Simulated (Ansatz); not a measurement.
# SrO: the cost of one run

Method: DFT, plane waves, PAW, no spin polarisation, in Ansatz 0.2.0.

## 1. The structure to begin with

The cell holds 16 atoms (O8Sr8): a = 7.297 Å, b = 7.297 Å, c = 7.297 Å, α = 60.00°, β = 60.00°, γ = 60.00°.

Coordinates:

```xyz
16
Lattice="0.0000 5.1598 5.1598 5.1598 0.0000 5.1598 5.1598 5.1598 0.0000" Properties=species:S:1:pos:R:3 pbc="T T T"
Sr    0.0000    0.0000    0.0000
O     2.5799    2.5799    2.5799
Sr    2.5799    2.5799    0.0000
O     5.1598    5.1598    2.5799
Sr    2.5799    0.0000    2.5799
O     5.1598    2.5799    5.1598
Sr    5.1598    2.5799    2.5799
O     7.7397    5.1598    5.1598
Sr    0.0000    2.5799    2.5799
O     2.5799    5.1598    5.1598
Sr    2.5799    5.1598    2.5799
O     5.1598    7.7397    5.1598
Sr    2.5799    2.5799    5.1598
O     5.1598    5.1598    7.7397
Sr    5.1598    5.1598    5.1598
O     7.7397    7.7397    7.7397
```

## 2. Run 1: PBE

The input, input.yaml:

```yaml
crystal:
  lattice:
    - [0.0, 5.1597846531, 5.1597846531]
    - [5.1597846531, 0.0, 5.1597846531]
    - [5.1597846531, 5.1597846531, 0.0]
  atoms:
    - { symbol: Sr, position: [0.0, 0.0, 0.0] }
    - { symbol: O, position: [0.25, 0.25, 0.25] }
    - { symbol: Sr, position: [0.0, 0.0, 0.5] }
    - { symbol: O, position: [0.25, 0.25, 0.75] }
    - { symbol: Sr, position: [0.0, 0.5, 0.0] }
    - { symbol: O, position: [0.25, 0.75, 0.25] }
    - { symbol: Sr, position: [0.0, 0.5, 0.5] }
    - { symbol: O, position: [0.25, 0.75, 0.75] }
    - { symbol: Sr, position: [0.5, 0.0, 0.0] }
    - { symbol: O, position: [0.75, 0.25, 0.25] }
    - { symbol: Sr, position: [0.5, 0.0, 0.5] }
    - { symbol: O, position: [0.75, 0.25, 0.75] }
    - { symbol: Sr, position: [0.5, 0.5, 0.0] }
    - { symbol: O, position: [0.75, 0.75, 0.25] }
    - { symbol: Sr, position: [0.5, 0.5, 0.5] }
    - { symbol: O, position: [0.75, 0.75, 0.75] }
kpoints:
  mp_grid: { grid: [2, 2, 2] }
hamiltonian:
  xc: pbe
scf:
  occupations: { method: fermi_dirac, width: 0.069 }
md:
  ensemble: nvt_langevin
  temperature: 800
  timestep: 1.5
  n_steps: 20
  initial_velocities: maxwell_boltzmann
  seed: 9883
```

On the command line:

```sh
$ ansatz run input.yaml --threads 4 --pin off --max-ram 3686MiB --backend cpu --events-out ev --progress --plain --runs-dir out
```

What time and memory should one allow on 4 threads of Arm Neoverse N1, shared host?

About 83 s, with a peak of 0.85 GiB.
